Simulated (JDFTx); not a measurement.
Runs of JDFTx 1.7.0 (patched build) on TiCo. It takes space group Pm-3m (No. 221, cubic). The conventional cell has a = 2.986 Å, b = 2.986 Å, c = 2.986 Å, α = 90.00°, β = 90.00°, γ = 90.00°. Co (site symmetry m-3m) has 8 Ti at 2.59 Å as nearest neighbours. Ti (site symmetry m-3m) has 8 Co at 2.59 Å as nearest neighbours. The cell comes from a database or a generator and needn't be the stable form of this composition.

```csv
task,level,potentials or basis,U,further solve for the empty bands,gap on the mesh (eV),pressure (GPa),moment (μB)
single point,PBE+U,PseudoDojo-SR-PBE-0.5-standard with smoothed tails,"Co d U = 6 eV, Ti d U = 6 eV",yes,none,39.0,0.62
single point,PBE+U,PseudoDojo-SR-PBE-0.5-standard with smoothed tails,"Co d U = 4 eV, Ti d U = 4 eV",yes,none,19.1,(b)
single point,PBE+U,PseudoDojo-SR-PBE-0.5-standard with smoothed tails,"Co d U = 8 eV, Ti d U = 8 eV",yes,none,84.0,4.62
single point,PBE+U,PseudoDojo-SR-PBE-0.5-standard with smoothed tails,"Co d U = 3 eV, Ti d U = 3 eV",yes,none,10.4,0.48
single point,PBE+U,PseudoDojo-SR-PBE-0.5-standard with smoothed tails,"Co d U = 1 eV, Ti d U = 1 eV",yes,none,1.9,0.84
single point,PBE+U,PseudoDojo-SR-PBE-0.5-standard with smoothed tails,"Co d U = 2 eV, Ti d U = 2 eV",yes,none,5.6,(c)
single point,PBE,PseudoDojo-SR-PBE-0.5-standard with smoothed tails,-,yes,none,(a),0.82
```

Alike in all rows: spin collinear, ferromagnetic start; cell as given; k mesh 9 × 9 × 9; cutoff (eV) 1306; smearing fermi-dirac 0.05 eV.

Q: Fill in the values left out.

A: (a) -0.5; (b) 0.15; (c) 0.78.

Caveats: the U is typed as a test and isn't derived for this compound (some runs); a pressure of tens of GPa on the cell as given is suspect, and the run, the potentials or the cell itself is likely at fault (some runs).

A gap of «none» marks a metal or a gap under the smearing width.
